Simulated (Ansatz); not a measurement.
## I under changes of volume

One of the cells (40.553 Å³/atom); the others are scaled copies at fixed shape and fractional positions:

```
CELL_PARAMETERS angstrom
0.00000 2.36560 3.90984
2.19225 0.00000 3.90984
2.19225 2.36560 0.00000
ATOMIC_POSITIONS crystal
I 0.00000 0.00000 0.00000
```

```yaml
Program: Ansatz 0.2.0
Functional: PBE
Potentials_or_basis: Ansatz PAW
Cutoff: "420 eV (not typed: the program's choice for these potentials)"
k_mesh: 9 × 9 × 9
Occupations: fermi-dirac, width 0.05 eV
Spin: no spin polarisation
```

```csv
volume (Å³/atom),energy over the lowest point (meV/atom),pressure (GPa)
38.120,21.23,2.4
38.931,11.19,1.7
39.742,4.57,1.0
40.553,0.95,0.5
41.364,0.00,0.0
42.175,?,?
42.986,4.86,-0.8
```

**Question.** What does the run at 42.175 Å³/atom give?

**Answer.** Energy over the lowest point 1.40 meV/atom; pressure -0.5 GPa.

Worked out: A Birch-Murnaghan fit of order 3 (a polynomial in V^(-2/3)) to the other rows has its minimum at 41.27 Å³/atom with B0 = V·E''(V) = 24 GPa and B' = 5.3 at fixed shape and positions, which overstates the stiffness. It gives 1.39 meV/atom at 42.175 Å³/atom, against the run's 1.40, and -dE/dV = -0.5 GPa, against -0.5.

Energies are extrapolated to zero smearing.

Caveats: an odd number of electrons without spin polarisation forces a metal; a magnetic or distorted state may lie lower.
